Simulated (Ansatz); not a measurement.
Input, command and steps of an Ansatz relaxation.

```yaml
crystal:
  lattice:
    - [3.1819345951, 0.0, 0.0]
    - [0.0, 3.1819345951, 0.0]
    - [0.0, 0.0, 3.0244130805]
  atoms:
    - { symbol: Mo, position: [0.0, 0.0, 0.0] }
    - { symbol: Mo, position: [0.5, 0.5, 0.5] }
basis:
  ecutwfc: 500
kpoints:
  mp_grid: { grid: [16, 16, 16] }
hamiltonian:
  xc: r2scan
scf:
  occupations: { method: gaussian, width: 0.1 }
output:
  forces: true
  stress: true
  eigenvalues: true
relax:
  adjacent_minimum: "off"
  f_tol: 0.008
  max_steps: 40
  cell: { stress_tol: 0.015, fix: [c, angles] }
```

```bash
ansatz run input.yaml --threads 1 --pin off --max-ram 2560MiB --backend cpu --events-out ev --progress --plain --runs-dir out
```

Computed with DFT r2SCAN, scalar-relativistic, plane waves, PAW in Ansatz 0.2.0.

Of 4 frames 3 are shown, positions in Å and forces in eV/Å; the SCF threshold varies from step to step. Steps run on the plane waves of an earlier cell, with a Pulay correction in the pressure. The basis is chosen afresh for the last frame, the zero of the energies, and at times for earlier ones too; energy and pressure step there, also at an unchanged geometry. The mark taken_back stands on steps that the optimiser undid.

```xyz
2
Lattice="3.1819 0.0000 0.0000 0.0000 3.1819 0.0000 0.0000 0.0000 3.0244" Properties=species:S:1:pos:R:3:forces:R:3 pbc="T T T" step=1 free_energy_over_end_meV_per_atom=0.05 pressure_GPa=6.45
Mo    0.0000    0.0000    0.0000    0.0000    0.0000    0.0000
Mo    1.5910    1.5910    1.5122    0.0000    0.0000    0.0000
2
Lattice="3.1908 0.0000 0.0000 0.0000 3.1908 0.0000 0.0000 0.0000 3.0244" Properties=species:S:1:pos:R:3:forces:R:3 pbc="T T T" step=2 free_energy_over_end_meV_per_atom=0.26 pressure_GPa=4.86 taken_back
Mo    0.0000    0.0000    0.0000    0.0000    0.0000    0.0000
Mo    1.5954    1.5954    1.5122    0.0000    0.0000    0.0000
2
Lattice="3.1849 0.0000 0.0000 0.0000 3.1849 0.0000 0.0000 0.0000 3.0244" Properties=species:S:1:pos:R:3:forces:R:3 pbc="T T T" step=4 free_energy_over_end_meV_per_atom=0.00 pressure_GPa=5.91
Mo    0.0000    0.0000    0.0000    0.0000    0.0000    0.0000
Mo    1.5924    1.5924    1.5122    0.0000    0.0000    0.0000
```

Time: 100 s on 1 thread of Arm Neoverse V2, with other jobs on the host, peak memory 0.57 GiB.